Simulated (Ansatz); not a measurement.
Molecular dynamics on a 2×2×2 supercell (16 atoms) of SnSe (Fm-3m), relaxed with r2SCAN+rVV10. Forces come from PBE in Ansatz: a Langevin thermostat at fixed volume, 200 K, steps of 2 fs. Computed, non-magnetic; the trajectory is short and the cell small, so nothing here is a converged average.

```yaml
crystal:
  lattice:
    - [0.0, 5.9697789912, 5.9697789912]
    - [5.9697789912, 0.0, 5.9697789912]
    - [5.9697789912, 5.9697789912, 0.0]
  atoms:
    - { symbol: Sn, position: [0.0, 0.0, 0.0] }
    - { symbol: Se, position: [0.25, 0.25, 0.25] }
    - { symbol: Sn, position: [0.0, 0.0, 0.5] }
    - { symbol: Se, position: [0.25, 0.25, 0.75] }
    - { symbol: Sn, position: [0.0, 0.5, 0.0] }
    - { symbol: Se, position: [0.25, 0.75, 0.25] }
    - { symbol: Sn, position: [0.0, 0.5, 0.5] }
    - { symbol: Se, position: [0.25, 0.75, 0.75] }
    - { symbol: Sn, position: [0.5, 0.0, 0.0] }
    - { symbol: Se, position: [0.75, 0.25, 0.25] }
    - { symbol: Sn, position: [0.5, 0.0, 0.5] }
    - { symbol: Se, position: [0.75, 0.25, 0.75] }
    - { symbol: Sn, position: [0.5, 0.5, 0.0] }
    - { symbol: Se, position: [0.75, 0.75, 0.25] }
    - { symbol: Sn, position: [0.5, 0.5, 0.5] }
    - { symbol: Se, position: [0.75, 0.75, 0.75] }
kpoints:
  mp_grid: { grid: [2, 2, 2] }
hamiltonian:
  xc: pbe
scf:
  occupations: { method: fermi_dirac, width: 0.02 }
md:
  ensemble: nvt_langevin
  temperature: 200
  timestep: 2.0
  n_steps: 40
  initial_velocities: maxwell_boltzmann
  seed: 729
```

Run as `ansatz run input.yaml --threads 4 --pin off --max-ram 3686MiB --backend cpu --events-out ev --progress --plain --runs-dir out`. Wall time 4.4 min on 4 threads of Arm Neoverse V1, with other jobs on the host, load about 0.9 per core; peak host memory 1.9 GiB.

Task: How do temperature and energy develop?

Result: The temperature starts at 188 K, is lowest at step 37 (106 K, 74 fs) and ends at 126 K. The thermostat hasn't had time to restore it. The atoms start on their lattice sites with kinetic energy alone, so much of it first passes into potential energy. By the last step the atoms have moved 0.13 Å in the root mean square, the drift of the whole cell taken out, 0.22 Å at most.
```csv
step,t (fs),T (K),free energy F from step 0 (meV/atom),kinetic energy (meV/atom),largest force (eV/Å)
0,0,188,0.0,24.2,0.00
1,2,194,0.0,25.1,0.03
2,4,199,0.1,25.7,0.05
3,6,202,0.3,26.1,0.08
4,8,225,0.5,29.1,0.10
5,10,204,0.9,26.4,0.12
6,12,197,1.2,25.5,0.15
7,14,215,1.6,27.7,0.17
8,16,223,2.1,28.9,0.19
9,18,213,2.6,27.5,0.22
10,20,205,3.2,26.5,0.24
11,22,202,3.9,26.1,0.26
12,24,189,4.6,24.5,0.29
13,26,177,5.2,22.8,0.31
14,28,184,6.0,23.7,0.33
15,30,182,6.7,23.5,0.35
16,32,163,7.5,21.0,0.38
17,34,159,8.3,20.6,0.40
18,36,164,9.1,21.2,0.41
19,38,163,9.9,21.1,0.43
20,40,163,10.7,21.1,0.45
21,42,154,11.5,19.9,0.47
22,44,156,12.4,20.2,0.49
23,46,142,13.3,18.4,0.52
24,48,146,14.2,18.9,0.54
25,50,150,15.1,19.4,0.56
26,52,156,15.9,20.2,0.58
27,54,145,16.7,18.7,0.60
28,56,151,17.4,19.5,0.61
29,58,144,18.2,18.6,0.63
30,60,127,18.9,16.4,0.65
31,62,124,19.6,16.0,0.67
32,64,137,20.3,17.7,0.69
33,66,124,20.9,16.0,0.70
34,68,127,21.5,16.5,0.72
35,70,112,21.9,14.5,0.73
36,72,117,22.3,15.1,0.74
37,74,106,22.6,13.7,0.75
38,76,114,22.9,14.7,0.76
39,78,115,23.0,14.8,0.77
40,80,126,23.1,16.3,0.78
```

Positions (Å) and forces (eV/Å) at step 40:
```
Sn  -0.004  -0.010   0.102    -0.171   0.209  -0.485
Se   3.021   2.941   2.980     0.004   0.214   0.128
Sn   2.935   3.019  -0.091     0.109   0.065   0.461
Se   6.066   5.807   2.888    -0.066   0.311   0.709
Sn   3.088   0.022   3.106     0.052   0.134   0.005
Se   5.987   3.040   6.055    -0.171   0.063  -0.328
Sn   5.990   2.960   3.019    -0.140  -0.116  -0.078
Se   8.949   5.859   6.023     0.006   0.411  -0.145
Sn   0.045   3.013   2.965     0.132   0.035   0.187
Se   2.987   5.982   5.925     0.017  -0.276   0.424
Sn   3.090   6.057   3.133    -0.214  -0.274  -0.469
Se   5.924   9.111   5.988     0.228  -0.641   0.043
Sn   3.002   2.989   6.031    -0.116  -0.005  -0.262
Se   6.076   5.845   9.051    -0.146   0.236  -0.375
Sn   5.852   6.065   5.862     0.399  -0.100   0.348
Se   8.971   9.027   8.979     0.077  -0.268  -0.164
```
